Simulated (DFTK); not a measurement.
Runs of DFTK 0.8.2 on Mo. It takes space group Im-3m (No. 229, cubic). Conventional cell: a = 3.168 Å, b = 3.168 Å, c = 3.168 Å, α = 90.00°, β = 90.00°, γ = 90.00°. Around Mo (site symmetry m-3m) lie 8 Mo at 2.74 Å. 

```csv
task,level,potentials or basis,cell,k mesh,cutoff (eV),valence electrons,SCF solver,mesh quality,gap on the mesh (eV),pressure (GPa),V0 of scaled cells (Å³/atom),B0 (GPa)
band structure,r2SCAN,SG15 1.2 (PBE),as given,12 × 12 × 12,1225,Mo 14,-,not flagged,none,-5.4,-,-
band structure,PBEsol,"cp2k.nc.sr.pbe.v0_1.largecore.gth (PBE, GTH)",as given,12 × 12 × 12,1306,Mo 14,-,not flagged,none,-10.3,-,-
band structure,BJ06,SG15 1.2 (PBE),as given,10 × 10 × 10,1225,Mo 14,ScfAndersonSolver,not flagged,none,-,-,-
equation of state,LDA,"cp2k.nc.sr.lda.v0_1.largecore.gth (LDA, GTH, large core)",as given,11 × 11 × 11,1116,Mo 6,-,not flagged,-,-,(a),272
band structure,PBEsol,SG15 1.2 (PBE),as given,12 × 12 × 12,1225,Mo 14,-,not flagged,none,(b),-,-
band structure,BJ06,SG15 1.2 (PBE),as given,12 × 12 × 12,1225,Mo 14,-,not flagged,none,-,-,-
single point,PBEsol,dojo.nc.sr.pbesol.v0_4_1.standard.upf (PBEsol),as given,12 × 12 × 12,1088,Mo 14,-,not flagged,none,-9.4,-,-
band structure,LDA,SG15 1.2 (PBE),as given,12 × 12 × 12,1225,Mo 14,-,not flagged,none,-13.2,-,-
single point,PBEsol,dojo.nc.sr.pbesol.v0_4_1.standard.upf (PBEsol),cell strained at random at fixed volume,12 × 12 × 12,1088,Mo 14,-,not flagged,none,-9.1,-,-
equation of state,r2SCAN,SG15 1.2 (PBE),as given,7 × 7 × 7,1225,Mo 14,-,coarse,-,-,15.62,279
```

Alike in all rows: no spin polarisation; smearing fermi-dirac 0.05 eV.

**Question.** Fill in the values left out.

**Answer.** (a) 15.40; (b) -9.3.

Caveats: some runs use coarse meshes; the potentials were made for another functional, which shifts forces and pressure (some runs); GTH potentials come without recommended cutoffs, and this one wasn't checked for convergence (some runs); the program leaves the constant c of mgga_x_tb09 at 1, so the potential is Becke-Johnson's (BJ06) and not Tran and Blaha's, with levels but no total energy (some runs); this set keeps more shells in the core, which shifts pressures and gaps (some runs).

A k mesh can miss the band edges, and the runs leave out spin-orbit coupling on Mo.

A gap of «none» marks a metal or a gap under the smearing width.
